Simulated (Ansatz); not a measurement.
# Two structures of MnAs under several functionals

Plane-wave DFT in Ansatz with scalar-relativistic PAW potentials (420 eV, r2SCAN 500 eV). Each structure was relaxed within its symmetry at each level.
A. P6_3/mmc, 4 atoms in the computed cell, a = 3.656 Å, c = 5.503 Å; sites (symmetry × multiplicity) Mn -3m. × 2, As -6m2 × 2
B. Fm-3m, 2 atoms in the computed cell, a = 5.166 Å; sites (symmetry × multiplicity) Mn m-3m × 4, As m-3m × 4
(cells at PBE)

Q: Does the choice of functional change which is lower?

A:
```csv
level,E(B) − E(A) (meV/atom),V(A) (Å³/atom),V(B) (Å³/atom)
PBE,149,15.92,17.24
PBEsol,208,14.74,16.18
```

No: at every level A is lower; the difference varies by 59 meV/atom between levels. Functionals that bind more strongly (LDA, PBEsol, a dispersion term) tend to favour the denser structure.

Only parallel moments were tried here. Magnetic cells started from one order each; another order can shift an energy by tens of meV per atom.